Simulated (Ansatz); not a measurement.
KNbO₃ in the cubic perovskite structure, relaxed with r2SCAN. The symmetry is Pm-3m (No. 221, cubic); a = 3.996 Å in the conventional setting, 12.77 Å³ an atom. K has 12 O at 2.83 Å; Nb has 6 O at 2.00 Å; O has 2 Nb at 2.00 Å and 4 K at 2.83 Å.

```
CELL_PARAMETERS angstrom
3.99645 0.00000 0.00000
0.00000 3.99645 0.00000
0.00000 0.00000 3.99645
ATOMIC_POSITIONS crystal
K 0.00000 0.00000 0.00000
Nb 0.50000 0.50000 0.50000
O 0.50000 0.50000 0.00000
O 0.50000 0.00000 0.50000
O 0.00000 0.50000 0.50000
```

3 runs of Ansatz on this cell differ in the functional (and in the settings that go with it). Levels are in eV from each run's valence top; v1 is the last filled band, c1 the first empty one.

Run A, mean stress 0.0 GPa (compression positive):
```tsv
point	v5	v3	v1	c1	c2	c3
Γ	-1.11	-0.68	-0.68	1.95	1.95	1.95
X	-2.19	-1.55	-0.89	2.06	4.57	4.57
M	-2.83	-1.45	-0.04	4.60	4.60	5.67
R	-3.93	0.00	0.00	5.79	5.79	5.79
```

Run B, mean stress -2.3 GPa (compression positive):
```tsv
point	v5	v3	v1	c1	c2	c3
Γ	-1.14	-0.70	-0.70	3.55	3.55	3.55
X	-2.38	-1.62	-0.92	3.68	6.45	6.45
M	-3.03	-1.54	-0.04	6.48	6.48	7.70
R	-4.22	0.00	0.00	7.83	7.83	7.83
```

Run C, mean stress +4.1 GPa (compression positive):
```tsv
point	v5	v3	v1	c1	c2	c3
Γ	-1.07	-0.65	-0.65	1.57	1.57	1.57
X	-2.14	-1.51	-0.85	1.69	4.21	4.21
M	-2.83	-1.42	-0.04	4.23	4.23	5.28
R	-3.88	0.00	0.00	5.39	5.39	5.39
```

Task: Match the runs to PBE, r2SCAN, PBE0.

Result: A is r2SCAN, B is PBE0, C is PBE. In order of the gap: PBE 1.57, r2SCAN 1.95, PBE0 3.55 eV. The stress vanishes for r2SCAN, which relaxed the cell.

Calculated for a static, non-magnetic cell.

Spin-orbit coupling is left out.

The stress of a hybrid is loosely converged in these runs.

The meshes of the hybrids are coarse, so their gaps aren't converged to the digits shown.
